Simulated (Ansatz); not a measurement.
**ZrS2: a jump of H**

Computed with DFT PBE, scalar-relativistic, plane waves, PAW (Ansatz). Settings: 420 eV cutoff, 2×2×2 k-mesh, shifted by half a step, Gaussian smearing of 0.02 eV, no spin polarisation.

Host crystal, relaxed:

```cif
data_structure
_symmetry_space_group_name_H-M 'P 1'
_symmetry_Int_Tables_number 1
_cell_length_a 3.6852
_cell_length_b 3.6852
_cell_length_c 6.7579
_cell_angle_alpha 90.000
_cell_angle_beta 90.000
_cell_angle_gamma 120.000
_cell_volume 79.48
loop_
_atom_site_label
_atom_site_type_symbol
_atom_site_fract_x
_atom_site_fract_y
_atom_site_fract_z
_atom_site_occupancy
Zr1 Zr 0.00000 0.00000 0.00000 1
S1 S 0.66667 0.33333 0.78568 1
S2 S 0.33333 0.66667 0.21432 1
```

In a supercell of 24 host sites, interstitial H hops to an equivalent place, moving 2.44 Å between the relaxed ends. Climbing-image nudged elastic band at fixed cell with images 0 (start) to 6 (end), the path measured over all atoms, converged to 0.05 eV/Å; the order of the saddle wasn't checked, and the small cell leaves errors of about a tenth of an eV. Zero-point motion and tunnelling, which matter for H, are left out.

Supercell rows in host cell vectors: -1 -2 1; -1 -2 -1; 3 2 0. H was set at (0.312, 0.625, 0.571) of the host cell.

At the relaxed start H has 1 S at 1.36 Å.

A cell with an odd number of electrons and no spin polarisation is a metal by construction and may be lower with spin.

**Question.** What barrier does the band give, and what surrounds the atom at the top?

**Answer.** 0.77 eV at image 3, where H has 2 S at 1.77 Å.

Cost: 1 run of about 28 core-minutes, on Intel Xeon Platinum 8259CL (Skylake/Cascade Lake) (shared hosts).